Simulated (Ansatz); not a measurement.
This cell of BaF2 (fluorite) is off equilibrium:

```
BaF2
1.0
    0.00000     6.24642     6.24642
    3.12321     3.12321     6.24642
    3.12321     3.12321     0.00000
Ba F
2 4
Direct
  0.00000   0.00000   0.00000
  0.50000   0.00000   0.00000
  0.00000   0.27241   0.22759
  0.50000   0.22759   0.27241
  0.00000   0.77241   0.72759
  0.50000   0.72759   0.77241
```

The numbers are results of PBE (plane waves to 420 eV, PAW, scalar-relativistic; Ansatz, an electronic-structure program), not measurements. k mesh 9×9×9 (Γ-centred), Fermi-Dirac smearing 0.05 eV. Stress and pressure are positive under compression. BaF2 was relaxed with its symmetry unable to fall.

**Question.** Predict the force on every atom, in eV/Å.

**Answer.** 
| atom | Fx | Fy | Fz |
|---|---|---|---|
| Ba1 | 0.000 | 0.000 | 0.000 |
| Ba2 | 0.000 | 0.000 | 0.000 |
| F3 | 0.000 | 0.000 | -0.163 |
| F4 | 0.000 | 0.000 | 0.163 |
| F5 | 0.000 | 0.000 | -0.163 |
| F6 | 0.000 | 0.000 | 0.163 |

**Question.** What is the stress tensor (GPa)?

**Answer.** 
```
   0.41     0.00     0.00
   0.00     0.41     0.00
   0.00     0.00     0.37
```
The pressure, a third of the trace, is 0.40 GPa.

(A displaced cell: forces are minus the slopes of the energy, force constants its curvatures, and phonons follow from these.)
